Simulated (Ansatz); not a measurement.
# AlN (F-43m), trigonal deformation path

All numbers below come from DFT PBE, scalar-relativistic, plane waves, PAW in Ansatz 0.2.0. Settings: plane waves to 420 eV, k-mesh 10×10×10 (Γ-centred), Gaussian smearing 0.05 eV. No spin polarisation. Energies are free energies at this smearing, counted from the undisturbed cell; pressure is positive in compression.

The undisturbed cell (as given, not relaxed at this level; it stands at 4.9 GPa; this zinc-blende form isn't the usual structure):

```
CELL_PARAMETERS angstrom
0.00000 2.18399 2.18399
2.18399 0.00000 2.18399
2.18399 2.18399 0.00000
ATOMIC_POSITIONS crystal
Al 0.00000 0.00000 0.00000
N 0.75000 0.75000 0.75000
```

At fixed volume and fractional coordinates, lengths along (0.577, 0.577, 0.577) are scaled against those across it; ρ is that ratio over its starting value.

```tsv
ρ	ΔE (meV/atom)	pressure (GPa)	gap on the mesh (eV)
0.500	7582.1	197.0	0.68
0.600	3549.6	101.0	1.21
0.710	?	44.1	?
0.850	284.0	12.8	2.71
0.930	53.9	6.4	3.05
1.000	0.0	4.9	3.33
1.080	56.4	6.4	3.12
1.200	?	13.0	?
1.410	995.8	31.2	0.00
1.700	2055.7	57.5	0.00
2.000	?	75.8	0.00
```

Where the gap reads zero the k-mesh, chosen for the insulator, is on the coarse side.

Question: Give the withheld values.

Answer: ΔE (meV/atom) at ρ = 0.710: 1410.6; gap on the mesh (eV) at ρ = 0.710: 2.06; ΔE (meV/atom) at ρ = 1.200: 301.6; gap on the mesh (eV) at ρ = 1.200: 2.59; ΔE (meV/atom) at ρ = 2.000: 2928.1.